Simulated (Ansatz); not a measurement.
Ni:

```
Ni
1.0
     2.44802    0.00000    0.00000
    -1.22401    2.12005    0.00000
     0.00000    0.00000    4.07281
Ni
2
Cartesian
  1.2240 0.7067 3.0546
  0.0000 1.4134 1.0182
```

This isn't the form of Ni at room conditions, which is fcc.

Base run:

* Program: Ansatz 0.2.0
* Functional: PBE
* Potentials or basis: Ansatz PAW
* Cutoff: 420 eV (not typed: the program's choice for these potentials)
* k mesh: 12 × 12 × 7
* Occupations: fermi-dirac, width 0.05 eV
* Spin: no spin polarisation

Its results: band gap on the k mesh none (metal or under the smearing width); pressure 6.0 GPa.

Question: The run is repeated on the same cell with these changes: spin from no spin polarisation to collinear spin, ferrimagnetic start. What comes out?

Answer: Band gap on the k mesh none (metal or under the smearing width); pressure 7.3 GPa; net moment 1.30 μB per cell; site moments Ni +0.69 μB.

Caveats: the starting moments weren't kept (some runs).
